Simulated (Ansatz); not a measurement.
## Zn under changes of volume

One of the cells (15.330 Å³/atom); the others are scaled copies at fixed shape and fractional positions:

```
CELL_PARAMETERS angstrom
2.67000 0.00000 0.00000
-1.33500 2.31229 0.00000
0.00000 0.00000 4.96600
ATOMIC_POSITIONS crystal
Zn 0.66667 0.33333 0.75000
Zn 0.33333 0.66667 0.25000
```

* Program: Ansatz 0.2.0
* Functional: RPBE
* Potentials or basis: Ansatz PAW
* Cutoff: 420 eV (not typed: the program's choice for these potentials)
* k mesh: 11 × 11 × 6
* Occupations: gaussian, width 0.1 eV
* Spin: no spin polarisation

```tsv
volume (Å³/atom)	energy over the lowest point (meV/atom)	pressure (GPa)
14.410	32.53	7.9
14.716	19.39	5.9
15.023	9.99	4.0
15.330	3.87	2.4
15.636	0.64	1.0
15.943	0.00	-0.3
16.249	?	?
```

Task: What does the run at 16.249 Å³/atom give?

Result: Energy over the lowest point 1.64 meV/atom; pressure -1.4 GPa.

Worked out: A Birch-Murnaghan fit of order 3 (a polynomial in V^(-2/3)) to the other rows has its minimum at 15.87 Å³/atom with B0 = V·E''(V) = 63 GPa and B' = 5.6 at fixed shape and positions, which overstates the stiffness. It gives 1.58 meV/atom at 16.249 Å³/atom, against the run's 1.64, and -dE/dV = -1.4 GPa, against -1.4.

Energies are extrapolated to zero smearing.

Caveats: the PAW data sets come from PBE, with cores solved anew for the run's functional, which leaves a small shift of forces and pressure.
